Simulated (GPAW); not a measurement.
# InGaAs2 (P-4m2) in GPAW: single point with PBEsol

Aim: the single point of InGaAs2 with PBEsol.

Program: GPAW 26.7.0. These are calculated values, not measurements. Logs are shortened: lines on timing, memory, paths and dates and some standing lists are left out, and cuts for length are marked. The log counts tension as positive stress, the text compression.

**1. The crystal as given**

Symmetry: P-4m2, No. 115, tetragonal system. The conventional cell has a = 4.225 Å, b = 4.225 Å, c = 5.962 Å, α = 90.00°, β = 90.00°, γ = 90.00°. In (site symmetry -4m2) is surrounded by 4 As at 2.65 Å. As (site symmetry 2mm) has 2 Ga at 2.52 Å and 2 In at 2.65 Å as nearest neighbours. Around Ga (site symmetry -4m2) lie 4 As at 2.52 Å.

The cell comes from a database or a generator and needn't be the stable form of this composition.

**2. Single point, PBEsol**

Input file run.py:

```python
from ase import Atoms
from ase.dft.bandgap import bandgap
from ase.io import write
from ase.units import GPa
from gpaw import GPAW, PW, setup_paths

setup_paths.insert(0, '.')

atoms = Atoms(['In', 'As', 'As', 'Ga'],
              cell=[[4.2250012014, 0.0, 0.0],
                    [0.0, 4.2250012014, 0.0],
                    [0.0, 0.0, 5.962148]],
              scaled_positions=[[0.0, 0.0, 0.5],
                                [0.0, 0.5, 0.231525],
                                [0.5, 0.0, 0.768475],
                                [0.5, 0.5, 0.0]],
              pbc=True)

calc = GPAW(mode=PW(450),
            xc='PBEsol',
            kpts={'size': (5, 5, 4), 'gamma': True},
            occupations={'name': 'fermi-dirac', 'width': 0.05},
            nbands=25,
            maxiter=120,
            txt='gpaw.txt')
atoms.calc = calc
energy = atoms.get_potential_energy()
forces = atoms.get_forces()
stress = atoms.get_stress()
calc.write('gs.gpw')
write('result.traj', atoms)
print(f'Energy: {energy:.6f} eV')
print('Forces (eV/A):')
print(forces.round(4))
print('Stress (GPa):', (stress / GPa).round(3))
print('Fermi level:', round(calc.get_fermi_level(), 4), 'eV')
print(f'Gap: {bandgap(calc)[0]:.4f} eV, direct: {bandgap(calc, direct=True)[0]:.4f} eV')
```

Potentials or basis: PAW data sets generated in the run's folder for this functional, pw.

Run with:

```
$ gpaw-setup -f PBEsol As Ga In
$ OMP_NUM_THREADS=1 python run.py
```

gpaw.txt:

```text
__  _  _
 | _ |_)|_||  |
 |__||  | ||/\| - 26.7.0

Input parameters:
  mode=PW(ecut=450.00000000000006),
  kpts=MonkhorstPack(size=(5, 5, 4), gamma=True),
  maxiter=120,
  nbands=25,
  occupations=Occupations(name='fermi-dirac', width=0.05),
  xc=XC(name='PBEsol')

Diagonalizing LCAO Hamiltonian
Converting LCAO to pw mode
    .---------.
   /|         |
  / |         |
 *  |         |
 |  |         |
 |  | As      |
 In |         |
 | As---------.
 | /   Ga    /
 |/         /
 *---------*

Atoms  # Å, Bohr magnetons
|   | symbol |        x |        y |        z |    initial magnetic moments |
|---|--------|----------|----------|----------|-----------------------------|
| 0 |     In | 0.000000 | 0.000000 | 2.981074 | ( 0.0000,  0.0000,  0.0000) |
| 1 |     As | 0.000000 | 2.112501 | 1.380386 | ( 0.0000,  0.0000,  0.0000) |
| 2 |     As | 2.112501 | 0.000000 | 4.581762 | ( 0.0000,  0.0000,  0.0000) |
| 3 |     Ga | 2.112501 | 2.112501 | 0.000000 | ( 0.0000,  0.0000,  0.0000) |

Unit cell  # Å
| periodic |        x |        y |        z |  lengths |    angles |
|----------|----------|----------|----------|----------|-----------|
|      yes | 4.225001 | 0.000000 | 0.000000 | 4.225001 | 90.000000 |
|      yes | 0.000000 | 4.225001 | 0.000000 | 4.225001 | 90.000000 |
|      yes | 0.000000 | 0.000000 | 5.962148 | 5.962148 | 90.000000 |

Number of symmetries: 8
Symmetry operations  # r_c * U_cc + t_c -> r_c
|   | kind |            matrix            |
|---|------|------------------------------|
| 0 |  E   |  1, 0, 0,  0, 1, 0,  0, 0, 1 |
| 1 |  σ   |  1, 0, 0,  0,-1, 0,  0, 0, 1 |
| 2 |  C2  |  0, 1, 0,  1, 0, 0,  0, 0,-1 |
| 3 |  S4  |  0, 1, 0, -1, 0, 0,  0, 0,-1 |
| 4 |  S4  |  0,-1, 0,  1, 0, 0,  0, 0,-1 |
| 5 |  C2  |  0,-1, 0, -1, 0, 0,  0, 0,-1 |
| 6 |  σ   | -1, 0, 0,  0, 1, 0,  0, 0, 1 |
| 7 |  C2  | -1, 0, 0,  0,-1, 0,  0, 0, 1 |

BZ-sampling:
  Number of BZ points: 100
  Number of IBZ points: 18

  Monkhorst-Pack size: [5, 5, 4]
  Monkhorst-Pack shift: [0.0, 0.0, 0.125]

K-points  # in reciprocal-cell coordinates
|     |                                coordinates |     weight |
|-----|--------------------------------------------|------------|
|   0 | (  0.00000000,   0.00000000,   0.00000000) | 0.01000000 |
|   1 | (  0.00000000,   0.00000000,   0.25000000) | 0.02000000 |
|   2 | (  0.00000000,   0.00000000,   0.50000000) | 0.01000000 |
|   3 | (  0.20000000,   0.00000000,   0.00000000) | 0.04000000 |
|   4 | (  0.20000000,   0.00000000,   0.25000000) | 0.08000000 |
|   5 | (  0.20000000,   0.00000000,   0.50000000) | 0.04000000 |
|   6 | (  0.20000000,   0.20000000,   0.00000000) | 0.04000000 |
|   7 | (  0.20000000,   0.20000000,   0.25000000) | 0.08000000 |
|   8 | (  0.20000000,   0.20000000,   0.50000000) | 0.04000000 |
|   9 | (  0.40000000,   0.00000000,   0.00000000) | 0.04000000 |
| ... |                                            |            |
|  17 | (  0.40000000,   0.40000000,   0.50000000) | 0.04000000 |

Plane wave coefficients: 2348
Cutoff: 450.00000000000006 eV

Spin-components: 1 (collinear spins)
Bands:           25
Projectors:      21
Spin-degeneracy: 2
Datatype:        complex128

Parallelization:
  kpt:    1
  domain: 1
  band:   1

Density:
  Valence electrons: 26.0
  Components: 1
  Grid points: [21 21 30]
  Charge: 0.0  # |e|

Potential:
  Grid points: [21 21 30]

species:
  In:
    name:    Indium
    Z:       49.0
    valence: 13
    core:    36
    charge:  0.0  # [|e|]
    compensation charges:
      type: gauss
      rc: 0.36  # [Å]
      lmax: 2
    cutoffs:
      filter: 2.09  # [Å]
      core: 2.48  # [Å]
    projectors
    | kind |    occ | energy [eV] | rcut [Å] |
    |------|--------|-------------|----------|
    |   5s |  2.000 |      -8.248 |    1.185 |
    |   5p |  1.000 |      -2.521 |    1.244 |
    |   4d | 10.000 |     -18.596 |    1.148 |
    |    s |        |      18.964 |    1.185 |
    |    p |        |      24.691 |    1.244 |
    |    d |        |       8.615 |    1.148 |

    Using partial waves for In as LCAO basis

  As:
    name:    Arsenic
    Z:       33.0
    valence: 5
    core:    28
    charge:  0.0  # [|e|]
    compensation charges:
      type: gauss
      rc: 0.33  # [Å]
      lmax: 2
    cutoffs:
      filter: 1.87  # [Å]
      core: 2.96  # [Å]
    projectors
    | kind |    occ | energy [eV] | rcut [Å] |
    |------|--------|-------------|----------|
    |   4s |  2.000 |     -14.495 |    1.058 |
    |   4p |  3.000 |      -5.197 |    1.058 |
    |    s |        |      12.716 |    1.058 |
    |    p |        |      22.014 |    1.058 |
    |    d |        |       0.000 |    1.058 |

    Using partial waves for As as LCAO basis

  Ga:
    name:    Gallium
    Z:       31.0
    valence: 3
    core:    28
    charge:  0.0  # [|e|]
    compensation charges:
      type: gauss
      rc: 0.37  # [Å]
      lmax: 2
    cutoffs:
      filter: 2.06  # [Å]
      core: 4.17  # [Å]
    projectors
    | kind |    occ | energy [eV] | rcut [Å] |
    |------|--------|-------------|----------|
    |   4s |  2.000 |      -8.959 |    1.164 |
    |   4p |  1.000 |      -2.572 |    1.164 |
    |    s |        |      18.252 |    1.164 |
    |    p |        |      24.640 |    1.164 |
    |    d |        |       0.000 |    1.164 |

    Using partial waves for Ga as LCAO basis

Reference energy: -335665.930775  # eV

eigensolver:
  PPCG
  Converge bands: occupied
  niter=2

density mixing:
  MSR1-Mixer
  Pratt-step length: 0.05
  Maximum mixing coefficient: 0.75
  Old densities: 10
  SVD Regularization: 0.005
  Good broyden scale: 1.0
  Trust region scale: 1.0
  Backstep threshold: 4.0
  History deletion threshold: 6.0
  Fourier metric: weight=20.0, sigma=0.015

occupation numbers:
  Fermi-Dirac:
    width: 0.0500  # eV

poisson solver:
  ecut: 3600.0000000000005  # eV

xc functional:
  name: PBEsol with 2 nearest neighbor stencil

convergence criteria:
- Maximum [total energy] change in last 3 cyles: 0.0005 eV / valence electron
- Maximum integral of absolute [dens]ity change: 0.0001 electrons / valence electron
- Maximum integral of absolute [eigenst]ate change: 4e-08 eV^2 / valence electron
maximum number of iterations: 120

SCF iterations
|iter     | |      energy | eigst |  dens |
|---------|-|-------------|-------|-------|
|iter:   1| |  -17.909059 | -0.57 |       |
|iter:   2| |  -17.846925 | -2.53 | -1.09 |
|iter:   3| |  -17.592406 | -2.08 | -1.13 |
|iter:   4| |  -17.589419 | -3.53 | -1.74 |
|iter:   5| |  -17.589171c| -4.36 | -2.32 |
|iter:   6| |  -17.589046c| -5.21 | -2.81 |
|iter:   7| |  -17.589061c| -6.23 | -3.25 |
|iter:   8| |  -17.589061c| -7.42c| -3.99 |
|iter:   9| |  -17.589061c| -7.95c| -4.80c|

Converged in 9 steps
Energy contributions relative to reference atoms: (reference = -335665.930775)

Energy contributions:
  Kinetic:          35.762798
  Coulomb:         -33.460842
  Zero:              0.217391
  External:          0.000000
  Xc:              -20.107329
  Entropy:          -0.002156
  Spinorbit:         0.000000
  ----------------------------
  Free energy:     -17.590139
  Extrapolated:    -17.589061

dipole moment: (-28.255436, -28.255436, -15.258433)  # |e|*Ang

Fermi level: 4.220
Eigenvalues  # (at kpt = [0.000, 0.000, 0.000])
| band index |      eig [eV] | occ [0-2] |
|------------|---------------|-----------|
|          0 |       -10.046 |     2.000 |
|        ... |               |           |
|          6 |        -5.751 |     2.000 |
|          7 |        -1.888 |     2.000 |
|          8 |         1.796 |     2.000 |
|          9 |         1.796 |     2.000 |
|         10 |         3.794 |     2.000 |
|         11 |         4.080 |     1.885 |
|         12 |         4.201 |     1.190 |
|         13 |         4.201 |     1.190 |
|         14 |         5.727 |     0.000 |
|         15 |         5.956 |     0.000 |
|         16 |         7.961 |     0.000 |
|         17 |         7.961 |     0.000 |
|         18 |         7.963 |     0.000 |
|         19 |        11.321 |     0.000 |
|         20 |        13.293 |     0.000 |
|         21 |        13.293 |     0.000 |
|        ... |               |           |
|         24 |        14.400 |     0.000 |

No gap
No difference between direct/indirect transitions

Forces  # eV/Ang
|       x |       y |        z |
|---------|---------|----------|
| 0.00000 | 0.00000 |  0.00000 |  # In   0
| 0.00000 | 0.00000 |  0.03622 |  # As   1
| 0.00000 | 0.00000 | -0.03622 |  # As   2
| 0.00000 | 0.00000 |  0.00000 |  # Ga   3

Stress tensor  # eV/Ang^3
|        x |        y |        z |
|----------|----------|----------|
| 0.018158 | 0.000000 | 0.000000 |
| 0.000000 | 0.018158 | 0.000000 |
| 0.000000 | 0.000000 | 0.018176 |

# Writing to gs.gpw (mode='')
```

Wall time 20 s (1 thread of Arm Neoverse V2, shared host); peak memory 0.17 GiB.

What came out:

| Property | Result |
| --- | --- |
| Free energy | -17.5901 eV |
| Pressure | -2.9 GPa |
| Largest force | 0.036 eV/Å |
| Band gap on the k mesh | none (metal or under the smearing width) |

Forces in eV/Å, atoms in the order of the input:
```
In   0.000  0.000  0.000
As   0.000  0.000  0.036
As   0.000  0.000 -0.036
Ga   0.000  0.000  0.000
```

Levels at points of the mesh, in eV from the Fermi level:
```
           k point  band 9  band 10  band 11  band 12  band 13  band 14  band 15  band 16  band 17  band 18
(0.00, 0.00, 0.00)   -2.42    -2.42    -0.43    -0.14    -0.02    -0.02     1.51     1.74     3.74     3.74
(0.00, 0.00, 0.50)   -3.91    -1.80    -1.80    -1.20    -1.20     1.78     1.96     2.69     3.09     5.97
```

Caveat: the cutoff is short for stress and forces, so pressures can be off by a GPa or more.
